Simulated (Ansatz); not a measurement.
## In: relaxation of cell and atoms with PBEsol

Crystal: In.

```
In
1.0
     3.33548    0.00000    0.00000
    -1.66774    2.88861    0.00000
     0.00000    0.00000    5.50914
In
2
Cartesian
  1.6677 0.9629 4.1319
  0.0000 1.9257 1.3773
```

This isn't the form of In at room conditions, which is tetragonal.

| Quantity | Value |
| --- | --- |
| Program | Ansatz 0.2.0 |
| Task | relaxation of cell and atoms |
| Functional | PBEsol |
| Potentials or basis | Ansatz PAW |
| Cutoff | 420 eV (not typed: the program's choice for these potentials) |
| k mesh | 9 × 9 × 5 |
| Occupations | fermi-dirac, width 0.05 eV |
| Spin | no spin polarisation |
| Target pressure | 2 GPa |
| Target pressure (GPa) | 2 |

* Relaxed volume: 24.58 Å³/atom
* Relaxed cell: a = 3.267 Å, b = 3.267 Å, c = 5.318 Å, α = 90.00°, β = 90.00°, γ = 120.00°
* Space group after relaxing (to 0.05 Å): P6_3/mmc (No. 194)
* Energy change on relaxing (the enthalpy is what falls): +1.5 meV/atom
* Ionic steps: 5
* Pressure after relaxing: 2.0 GPa
* Band gap on the k mesh: none (metal or under the smearing width)

Step by step:
| step | energy change (eV) | largest force (eV/Å) | volume (Å³) |
| --- | --- | --- | --- |
| 1 | 0.0000 | 0.0000 | 53.08 |
| 2 | 0.0062 | 0.0000 | 48.94 |
| 3 | 0.0020 | 0.0000 | 49.16 |
| 4 | 0.0021 | 0.0000 | 49.15 |
| 5 | 0.0030 | 0.0000 | 49.15 |

Final structure:
```
In
1.0
     3.26709    0.00000    0.00000
    -1.63354    2.82938    0.00000
     0.00000    0.00000    5.31752
In
2
Direct
  0.66667 0.33333 0.75000
  0.33333 0.66667 0.25000
```

Levels at points of the mesh, in eV from the Fermi level:
```tsv
k point	band 11	band 12	band 13	band 14	band 15	band 16
(0.00, 0.00, 0.00)	-10.04	-4.36	-3.69	8.68	8.68	10.63
```

Wall time 7.6 s on 2 threads of Intel(R) Xeon(R) Platinum 8259CL CPU @ 2.50GHz (Skylake/Cascade Lake) (shared host), peak memory 0.41 GiB.

Caveat: the plane-wave basis is chosen anew once the cell has moved, so the energies of steps on either side of that aren't comparable; the PAW data sets come from PBE, with cores solved anew for the run's functional, which leaves a small shift of forces and pressure.
